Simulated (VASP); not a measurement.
# NiO (Fm-3m) in VASP: a series of runs, part 3 of 3

VASP 6.6.1.

## (5) Density of states, PBE, collinear spin, ferromagnetic start

The input, POSCAR:

```
NiO
1.0
    0.0000000000      2.0859016414      2.0859016414
    2.0859016414      0.0000000000      2.0859016414
    2.0859016414      2.0859016414      0.0000000000
Ni O
1 1
Direct
    0.0000000000      0.0000000000      0.0000000000
    0.5000000000      0.5000000000      0.5000000000
```

The input, INCAR.step1:

```
PREC     = Accurate       # precision mode
ENCUT    = 520            # plane-wave cutoff, eV
EDIFF    = 1E-6           # SCF threshold, eV
ISMEAR   = 0              # smearing method
SIGMA    = 0.02           # smearing width, eV
LREAL    = F              # projectors in reciprocal space
LASPH    = T              # aspherical terms in the spheres
NELM     = 100            # most SCF steps
ALGO     = Fast           # electronic algorithm
ISIF     = 2              # what is computed and relaxed
LWAVE    = F              # write WAVECAR
LCHARG   = T              # write CHGCAR
ISPIN    = 2              # spin polarisation
MAGMOM   = 1 0            # initial moments
LMAXMIX  = 4              # l up to which the mixer works
GGA      = PE             # functional
NBANDS   = 19             # bands
```

The input, KPOINTS.step1:

```
Automatic mesh
0
Gamma
  11 11 11
```

The input, INCAR.step2:

```
PREC     = Accurate       # precision mode
ENCUT    = 520            # plane-wave cutoff, eV
EDIFF    = 1E-6           # SCF threshold, eV
ISMEAR   = -5             # smearing method
SIGMA    = 0.02           # smearing width, eV
LREAL    = F              # projectors in reciprocal space
LASPH    = T              # aspherical terms in the spheres
NELM     = 100            # most SCF steps
ALGO     = Fast           # electronic algorithm
ISIF     = 2              # what is computed and relaxed
LWAVE    = F              # write WAVECAR
LCHARG   = F              # write CHGCAR
ISPIN    = 2              # spin polarisation
MAGMOM   = 1 0            # initial moments
LORBIT   = 10             # projections on sites
LMAXMIX  = 4              # l up to which the mixer works
GGA      = PE             # functional
NBANDS   = 19             # bands
NEDOS    = 2001           # points of the DOS
ICHARG   = 11             # starting density
```

The input, KPOINTS.step2:

```
Automatic mesh
0
Gamma
  17 17 17
```

Potentials or basis: VASP PAW PBE potentials, release 64 (Ni, O).

Run with:

```sh
cat potpaw_PBE.64/Ni/POTCAR potpaw_PBE.64/O/POTCAR > POTCAR
cp INCAR.step1 INCAR
cp KPOINTS.step1 KPOINTS
mpirun -np 1 vasp_std > vasp.out
cp INCAR.step2 INCAR
cp KPOINTS.step2 KPOINTS
mpirun -np 1 vasp_std > vasp.out
```

OUTCAR:

```text
PREC = Accurate
   ENCUT = 520
   EDIFF = 1E-6
   ISMEAR = -5
   LREAL = F
   LASPH = T
   NELM = 100
   ISIF = 2
   ISPIN = 2
   LORBIT = 10
   GGA = PE
   ICHARG = 11

 ion  position               nearest neighbor table
   1  0.000  0.000  0.000-   2 2.09   2 2.09   2 2.09   2 2.09   2 2.09   2 2.09
   2  0.500  0.500  0.500-   1 2.09   1 2.09   1 2.09   1 2.09   1 2.09   1 2.09

  LATTYP: Found a face centered cubic cell.
 ALAT       =     4.1718032828

  Lattice vectors:

 A1 = (   0.0000000000,   2.0859016414,   2.0859016414)
 A2 = (   2.0859016414,   0.0000000000,   2.0859016414)
 A3 = (   2.0859016414,   2.0859016414,   0.0000000000)

Analysis of symmetry for initial positions (statically):
=====================================================================
 Subroutine PRICEL returns:
 Original cell was already a primitive cell.

 Routine SETGRP: Setting up the symmetry group for a
 face centered cubic supercell.

 Subroutine GETGRP returns: Found 48 space group operations
 (whereof 48 operations were pure point group operations)
 out of a pool of 48 trial point group operations.

The static configuration has the point symmetry O_h .

Analysis of symmetry for dynamics (positions and initial velocities):
=====================================================================
 Subroutine PRICEL returns:
 Original cell was already a primitive cell.

 Routine SETGRP: Setting up the symmetry group for a
 face centered cubic supercell.

 Subroutine GETGRP returns: Found 48 space group operations
 (whereof 48 operations were pure point group operations)
 out of a pool of 48 trial point group operations.

The dynamic configuration has the point symmetry O_h .

Analysis of structural, dynamic, and magnetic symmetry:
=====================================================================
 Subroutine PRICEL returns:
 Original cell was already a primitive cell.

 Routine SETGRP: Setting up the symmetry group for a
 face centered cubic supercell.

 Subroutine GETGRP returns: Found 48 space group operations
 (whereof 48 operations were pure point group operations)
 out of a pool of 48 trial point group operations.

The overall configuration has the point symmetry O_h .

 Subroutine INISYM returns: Found 48 space group operations
 (whereof 48 operations are pure point group operations),
 and found     1 'primitive' translations

----------------------------------------------------------------------------------------

                                     Primitive cell

  volume of cell :      18.1515

  direct lattice vectors                    reciprocal lattice vectors
     0.000000000  2.085901641  2.085901641    -0.239704495  0.239704495  0.239704495
     2.085901641  0.000000000  2.085901641     0.239704495 -0.239704495  0.239704495
     2.085901641  2.085901641  0.000000000     0.239704495  0.239704495 -0.239704495

  length of vectors
     2.949910391  2.949910391  2.949910391     0.415180364  0.415180364  0.415180364

  position of ions in fractional coordinates (direct lattice)
     0.000000000  0.000000000  0.000000000
     0.500000000  0.500000000  0.500000000

  ion indices of the primitive-cell ions
   primitive index   ion index
                 1           1
                 2           2

[... 70 lines left out ...]
   LASPH  =      T    aspherical Exc in radial PAW
   ENCUT  =  520.0 eV  38.22 Ry    6.18 a.u.   5.48  5.48  5.48*2*pi/ulx,y,z
   NELM   =    100;   NELMIN=  2; NELMDL=  0     # of ELM steps
   EDIFF  = 0.1E-05   stopping-criterion for ELM
   LREAL  =      F    real-space projection
   EDIFFG = 0.1E-04   stopping-criterion for IOM
   NSW    =      0    number of steps for IOM
   IBRION =     -1    ionic relax: 0-MD 1-quasi-New 2-CG
   NFREE  =      0    steps in history (QN), initial steepest desc. (CG)
   ISIF   =      2    stress and relaxation
   ISYM   =      2    0-nonsym 1-usesym 2-fastsym
   POTIM  = 0.5000    time-step for ionic-motion
   TEBEG  =    0.0;   TEEND  =   0.0 temperature during run
   PSTRESS=    0.0 pullay stress
   NELECT =      16.0000    total number of electrons
   NUPDOWN=      -1.0000    fix difference up-down
   EMIN   =  10.00;   EMAX   =-10.00  energy-range for DOS
   EFERMI =   0.00;   METHOD = LEGACY
   ISMEAR =    -5;   SIGMA  =   0.02  broadening in eV -4-tet -1-fermi 0-gaus
   EFERMI_NEDOS =   21; number of points for ismear=-14 and -15
   IALGO  =     68    algorithm
   IMIX   =      4    mixing-type and parameters
     AMIX     =   0.40;   BMIX     =  1.00
     AMIX_MAG =   1.60;   BMIX_MAG =  1.00
  volume/ion in A,a.u.               =       9.08        61.25
  Fermi-wavevector in a.u.,A,eV,Ry     =   1.569680  2.966264 33.523312  2.463894
  Thomas-Fermi vector in A             =   2.671526
   LORBIT       =     10    0 simple, 1 ext, 2 COOP (PROOUT), +10 PAW based schemes
   GGA     = PE    functional components
   LHFCALC =     F    Hartree Fock is set to
   AEXX    =    0.0000 exact exchange contribution
   IVDW    =     0    specifies the selected vdW correction
   LEPSILON=     F    determine dielectric tensor
   LRPA    =     F    only Hartree local field effects (RPA)
 spin polarized calculation
 RMM-DIIS sequential band-by-band and
 Fermi weights with tetrahedron method with Bloechl corrections
  energy-cutoff  :      520.00
  volume of cell :       18.15
 maximum number of plane-waves:       531
 NGX is ok and might be reduce to    24

 number of electron      16.0000001 magnetization       1.7745149

 Free energy of the ion-electron system (eV)
  ---------------------------------------------------
  ext. energy  EPLUGINS =         0.00000000
  ---------------------------------------------------
  free energy    TOTEN  =       -11.46914873 eV

  energy without entropy =      -11.46914873  energy(sigma->0) =      -11.46914873

 E-fermi :   7.9544     XC(G=0): -12.6994

 val. band max:        7.9639685786   @ k =   0.1765   0.0588   0.0000
 cond. band min:       7.9244865987   @ k =   0.1176   0.0000   0.0000
 fundamental gap:     -0.0394819800
 Fermi energy:         7.9544119629

 spin component 1

 k-point     1 :       0.0000    0.0000    0.0000
  band No.  band energies     occupation
      1     -12.4431      1.00000
      2       4.7722      1.00000
      3       4.7723      1.00000
      4       4.9512      1.00000
      5       4.9512      1.00000
      6       4.9512      1.00000
[... 517 lines left out ...]
     18      35.8401      0.00000
     19      37.3422      0.00000

 [... further k-points ...]

 spin component 2

 k-point     1 :       0.0000    0.0000    0.0000
  band No.  band energies     occupation
      1     -11.9952      1.00000
      2       5.4714      1.00000
      3       5.4714      1.00000
      4       5.4714      1.00000
      5       6.0818      1.00000
      6       6.0821      1.00000
[... 517 lines left out ...]
     18      36.4143      0.00000
     19      37.9504      0.00000

 [... further k-points ...]

------------------------ aborting loop because EDIFF is reached ----------------------------------------

  FORCE on cell =-STRESS in cart. coord.  units (eV):
  Direction    XX          YY          ZZ          XY          YZ          ZX
  --------------------------------------------------------------------------------------
  -------------------------------------------------------------------------------------
  Total        0.8901242      0.8901242      0.8901242     -0.0000000      0.0000000     -0.0000000
  in kB       78.5687286     78.5687286     78.5687286     -0.0000000      0.0000000     -0.0000000
  external PRESSURE =      78.5687286 kB  Pullay stress =       0.0000000 kB

 VOLUME and BASIS-vectors are now :
 -----------------------------------------------------------------------------
  energy-cutoff  :      520.00
  volume of cell :       18.15
      direct lattice vectors                 reciprocal lattice vectors
     0.000000000  2.085901641  2.085901641    -0.239704495  0.239704495  0.239704495
     2.085901641  0.000000000  2.085901641     0.239704495 -0.239704495  0.239704495
     2.085901641  2.085901641  0.000000000     0.239704495  0.239704495 -0.239704495

 POSITION                                       TOTAL-FORCE (eV/Angst)
 -----------------------------------------------------------------------------------
      0.00000      0.00000      0.00000         0.000000      0.000000      0.000000
      2.08590      2.08590      2.08590         0.000000      0.000000      0.000000
 -----------------------------------------------------------------------------------
    total drift:                                0.000000     -0.000000     -0.000000

  FREE ENERGIE OF THE ION-ELECTRON SYSTEM (eV)
  ---------------------------------------------------
  free  energy   TOTEN  =       -11.4691487309 eV

  energy  without entropy=      -11.4691487309  energy(sigma->0) =      -11.46914873

 total charge

# of ion       s       p       d       tot
------------------------------------------
    1        0.334   0.408   8.251   8.993
    2        1.556   3.423   0.000   4.979
--------------------------------------------------
tot          1.890   3.831   8.251  13.973

 magnetization (x)

# of ion       s       p       d       tot
------------------------------------------
    1        0.012   0.015   1.413   1.440
    2        0.029   0.242   0.000   0.271
--------------------------------------------------
tot          0.040   0.258   1.413   1.711
```

Run time: 1.7 min. Hardware: 1 thread of Intel Xeon Platinum 8259CL at 2.50GHz (Skylake/Cascade Lake), shared host; peak memory 0.22 GiB.

What came out:

```
Net moment                                            : 1.77 μB per cell
Site moments                                          : Ni +1.44; O +0.27 μB
Valence electrons inside the program's atomic spheres : Ni 8.99; O 4.98
```

States per cell in windows of 1 eV (zero at the Fermi level; states under -8 eV left out):
```
from (eV)    up  down  Ni1_d_down  Ni1_d_up  O2_p_up  O2_p_down  Ni1_s_up  Ni1_s_down
     -8.0  0.56  0.18        0.02      0.08     0.23       0.07      0.07        0.03
     -7.0  0.59  0.71        0.08      0.11     0.25       0.30      0.03        0.07
     -6.0  1.38  0.51        0.09      0.52     0.56       0.23      0.01        0.01
     -5.0  0.43  1.33        0.35      0.13     0.20       0.66      0.00        0.01
     -4.0  0.11  0.28        0.06      0.07     0.02       0.15      0.00        0.00
     -3.0  1.72  0.15        0.11      1.56     0.06       0.02      0.01        0.00
     -2.0  2.37  1.24        1.10      1.94     0.27       0.07      0.03        0.00
     -1.0  0.75  1.96        1.77      0.43     0.24       0.11      0.00        0.01
      0.0  0.12  0.98        0.82      0.07     0.05       0.08      0.00        0.01
      1.0  0.00  0.76        0.55      0.00     0.00       0.15      0.00        0.01
      2.0  0.02  0.14        0.09      0.00     0.00       0.04      0.01        0.00
      3.0  0.04  0.03        0.00      0.00     0.01       0.00      0.01        0.01
      4.0  0.07  0.05        0.00      0.00     0.02       0.01      0.02        0.01
      5.0  0.15  0.11        0.00      0.00     0.03       0.03      0.03        0.02
      6.0  0.29  0.23        0.01      0.01     0.05       0.05      0.08        0.04
      7.0  0.27  0.30        0.01      0.01     0.05       0.06      0.08        0.09
```

Caveat: a cell with one magnetic atom can't hold antiferromagnetic order, which such compounds often take; semilocal functionals often make such compounds metallic where correlation or magnetic order opens a gap, which also shifts bond lengths; tetrahedron occupations give inexact forces and stress in metals.

## (6) The reference run

An earlier run on the cell as given: functional PBEsol; potentials or basis VASP PAW PBE potentials, release 64 (Ni, O); cutoff 520 eV; k mesh 11 × 11 × 11; occupations fermi-dirac, width 0.05 eV; collinear spin, ferromagnetic start; starting moments [1.0, 0.0] μB.

- Pressure: -7.6 GPa
- Band gap on the k mesh: none (metal or under the smearing width)
- Net moment: 1.34 μB per cell
- Site moments: Ni +1.12; O +0.19 μB
- Valence electrons inside the program's atomic spheres: Ni 9.04; O 4.93

## (7) The runs side by side

| task | level | potentials or basis | cutoff (eV) | smearing | k mesh for the DOS | occupations for the DOS | ladder | gap on the mesh (eV) | pressure (GPa) | moment (μB) |
| --- | --- | --- | --- | --- | --- | --- | --- | --- | --- | --- |
| band structure | PBE | VASP PAW PBE potentials, release 64 (Ni_sv_GW, O_GW) | 600 | fermi-dirac 0.05 eV | - | - | - | - | 3.5 | 1.74 |
| band structure | PBE | VASP PAW PBE potentials, release 64 (Ni_GW, O_GW) | 550 | fermi-dirac 0.05 eV | - | - | - | - | 4.2 | 1.69 |
| optical spectrum | PBE | VASP PAW PBE potentials, release 64 (Ni, O) | 520 | gaussian 0.02 eV | - | - | - | none | 6.1 | 1.77 |
| density of states | PBE | VASP PAW PBE potentials, release 64 (Ni, O) | 520 | gaussian 0.02 eV | 17 × 17 × 17 | tetrahedron | - | - | - | 1.77 |
| single point | PBEsol | VASP PAW PBE potentials, release 64 (Ni, O) | 520 | fermi-dirac 0.05 eV | - | - | free | none | -7.6 | 1.34 |

Alike in all rows: spin collinear, ferromagnetic start; cell as given; k mesh 11 × 11 × 11.

Caveats: a cell with one magnetic atom can't hold antiferromagnetic order, which such compounds often take; semilocal functionals often make such compounds metallic where correlation or magnetic order opens a gap, which also shifts bond lengths; spectra need much finer meshes, so this one isn't converged (some runs); independent-particle spectra lack excitons (some runs); the intraband (Drude) part of a metal's response may be missing (some runs); tetrahedron occupations give inexact forces and stress in metals (some runs); the PAW data sets were made with another functional, which shifts forces and pressure a little (some runs).

Total energies depend on the potentials used, so only differences within one code and one set of settings carry meaning.

## (8) How close it comes

Step 2. Measured gap of NiO: 4.3 eV (quoted in “Local correlations, non-local screening, multiplets, and band formation in NiO”, 2012, arxiv:1210.6675). This calculation gives 0.00 eV (-4.30 eV). So large a miss can be the level of theory's own, or it may mean another phase, state or a wrong row. The value is that of PBE, without temperature or zero-point motion. Semilocal functionals fall short of measured gaps as a rule. The run's magnetic order (collinear spin, ferromagnetic start) needn't be the measured crystal's.

Step 3. A measured gap of NiO is 4.3 eV (quoted in “Local correlations, non-local screening, multiplets, and band formation in NiO”, 2012, arxiv:1210.6675); the calculated 0.00 eV misses it by -4.30 eV. So large a miss can be the level of theory's own, or it may mean another phase, state or a wrong row. The value is that of PBE, without temperature or zero-point motion. Semilocal functionals fall short of measured gaps as a rule. The run's magnetic order (collinear spin, ferromagnetic start) needn't be the measured crystal's.

Step 4. The gap isn't set beside the deposited one, since this odd mesh misses points on the zone boundary.
